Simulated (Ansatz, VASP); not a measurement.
Two plane-wave programs on W3C

```
W C
1.0
     2.85459    0.00000    0.00000
    -1.42730    2.47215    0.00000
     0.00000    0.00000   21.69711
W C
3 1
Direct
  0.66667 0.33333 0.18436
  0.33333 0.66667 0.29260
  0.00000 0.00000 0.40084
  0.11111 0.88889 0.51745
```

Alike in both runs: task single point; functional PBE; k mesh 9 × 9 × 1; occupations gaussian, width 0.1 eV; no spin polarisation.

```csv
,VASP,Ansatz
version,VASP 6.6.1,Ansatz 0.2.0
potentials or method,"VASP PAW PBE potentials, release 64 (W_sv, C)","scalar-relativistic, plane waves, PAW"
plane-wave cutoff (eV),520,420
valence electrons in the cell,46,46
```

|  | VASP | Ansatz | Ansatz less VASP |
| --- | --- | --- | --- |
| gap on the k mesh at the Fermi level (eV) | none | none | - |
| rms of the force components (eV/Å) | 1.131 | 1.128 | -0.0031 |
| work function, face that differs most (eV) | 5.02 | 5.02 | -0.002 |

Atom by atom the forces differ by 0.010 eV/Å (rms over components). A gap of «none» marks a metal or a gap that the smearing closes.

Spin-orbit coupling is left out, which matters for the levels of W.
